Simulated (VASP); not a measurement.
Set up this calculation in VASP 6.6.1, as the native input.

| Quantity | Value |
| --- | --- |
| Task | single point |
| Functional | BLYP |
| Potentials or basis | VASP PAW PBE potentials, release 64 (Au) |
| Cutoff | 520 eV |
| k mesh | 14 × 14 × 7 |
| Occupations | fermi-dirac, width 0.1 eV |
| Spin | no spin polarisation |
| Dipole correction | no |
| Further INCAR settings | ALGO = Fast; EDIFF = 1e-07; NBANDS = 18 |

The structure of Au lies in POSCAR:

```
Au
1.0
    2.8554567799      0.0000000000      0.0000000000
   -1.4277283899      2.4728981108      0.0000000000
    0.0000000000      0.0000000000      4.8570841166
Au
2
Direct
    0.3333333333      0.6666666667      0.2500000000
    0.6666666667      0.3333333333      0.7500000000
```

This isn't the form of Au at room conditions, which is fcc.

One way to write it, as run:

INCAR

```
AGGAC = 1.0
AGGAX = 1.0
ALDAC = 0.0
ALDAX = 1.0
ALGO = Fast
EDIFF = 1E-7
ENCUT = 520
GGA = B5
ISIF = 2
ISMEAR = -1
LASPH = T
LCHARG = F
LREAL = F
LWAVE = F
NBANDS = 18
NELM = 60
PREC = Accurate
SIGMA = 0.1
```

KPOINTS

```
k-points
0
Gamma
  14 14 7
```

Potentials or basis: VASP PAW PBE potentials, release 64 (Au).

Launch:

```sh
$ cat potpaw_PBE.64/Au/POTCAR > POTCAR
$ mpirun -np 1 vasp_std > vasp.out
```

It gave:

The pressure is 20.2 GPa and the band gap on the k mesh is none (metal or under the smearing width).

Caveat: so large a pressure means that the cell lies far from this level's equilibrium, or that cutoff or potentials fall short; the potentials were made for another functional, which shifts forces and pressure.

It took 44 s on 1 thread of AMD EPYC 9R45 (Zen 5) (shared host), peak memory 0.15 GiB.
